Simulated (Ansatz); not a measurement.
**TiO2: band structure with r2SCAN**

**The experiment to reproduce.**

From “Shallow Valence Band of Rutile GeO2 and P-type Doping”, 2020, arxiv:2011.08928, for a bulk crystal of TiO2 at 1.6 K: band gap 3.03 eV (direct).

Crystal: TiO2.

```
Ti O
1.0
     4.59984    0.00000    0.00000
     0.00000    4.59984    0.00000
     0.00000    0.00000    2.95921
Ti O
2 4
Cartesian
  0.0000 0.0000 1.4796
  2.2999 2.2999 0.0000
  1.3998 1.3998 1.4796
  0.9001 3.6997 0.0000
  3.6997 0.9001 0.0000
  3.2000 3.2000 1.4796
```

The cell is a database's computed one.

```yaml
Program: Ansatz 0.2.0
Task: band structure
Functional: r2SCAN
Potentials_or_basis: Ansatz PAW
Cutoff: "500 eV (not typed: the program's choice for these potentials)"
k_mesh: 6 × 6 × 9
Occupations: fermi-dirac, width 0.05 eV
Spin: no spin polarisation
Path: "[[\"G\", \"X\", \"M\", \"G\", \"Z\", \"R\", \"A\", \"Z\"], [\"X\", \"R\"], [\"M\", \"A\"]]"
Points_for_each_segment_of_the_path: 14
```

The pressure is -1.0 GPa, the largest force is 0.056 eV/Å and the band gap on the k mesh is 2.20 eV, direct. The band gap along the path is 2.20 eV, direct.

Forces in eV/Å, atoms in the order of the input:
```
Ti   0.000  0.000  0.000
Ti   0.000  0.000  0.000
O    0.039  0.039  0.000
O   -0.039  0.039  0.000
O    0.039 -0.039  0.000
O   -0.039 -0.039  0.000
```

Stress tensor (GPa, compression positive):
```
-0.77  0.00  0.00
 0.00 -0.77  0.00
 0.00  0.00 -1.32
```

Levels at the corners of the path, in eV from the valence-band top:
| point | band 21 | band 22 | band 23 | band 24 | band 25 | band 26 | band 27 | band 28 |
| --- | --- | --- | --- | --- | --- | --- | --- | --- |
| Γ | -0.76 | -0.48 | -0.48 | 0.00 | 2.20 | 2.51 | 2.73 | 2.83 |
| X | -1.70 | -1.70 | -0.77 | -0.77 | 2.87 | 2.87 | 3.36 | 3.36 |
| M | -1.38 | -1.38 | -1.12 | -1.12 | 2.24 | 2.24 | 2.86 | 2.86 |
| Γ | -0.76 | -0.48 | -0.48 | 0.00 | 2.20 | 2.51 | 2.73 | 2.83 |
| Z | -2.40 | -2.40 | -1.47 | -1.47 | 3.29 | 3.29 | 3.53 | 3.53 |
| R | -2.07 | -2.07 | -1.09 | -1.09 | 2.25 | 2.25 | 3.55 | 3.55 |
| A | -1.32 | -1.32 | -0.71 | -0.71 | 2.93 | 2.93 | 3.54 | 3.54 |
| Z | -2.40 | -2.40 | -1.47 | -1.47 | 3.29 | 3.29 | 3.53 | 3.53 |
| X | -1.70 | -1.70 | -0.77 | -0.77 | 2.87 | 2.87 | 3.36 | 3.36 |
| R | -2.07 | -2.07 | -1.09 | -1.09 | 2.25 | 2.25 | 3.55 | 3.55 |
| M | -1.38 | -1.38 | -1.12 | -1.12 | 2.24 | 2.24 | 2.86 | 2.86 |
| A | -1.32 | -1.32 | -0.71 | -0.71 | 2.93 | 2.93 | 3.54 | 3.54 |

Wall time 25 s on 2 threads of Intel(R) Xeon(R) Processor @ 2.50GHz (Skylake/Cascade Lake) (shared host), peak memory 0.56 GiB.

Against the measured gap of TiO2, 3.03 eV (direct; 1.6 K; quoted in “Shallow Valence Band of Rutile GeO2 and P-type Doping”, 2020, arxiv:2011.08928), the calculated 2.20 eV is off by -0.83 eV. 2 values of this kind are on record in papers (3.03 to 3.05 eV); this one was drawn at random among those near their median. The value is that of r2SCAN, without temperature or zero-point motion. The cell is a database's relaxed one, not the measured one, which moves gaps too.

Caveat: the PAW data sets come from PBE, with cores solved anew for the run's functional, which leaves a small shift of forces and pressure.
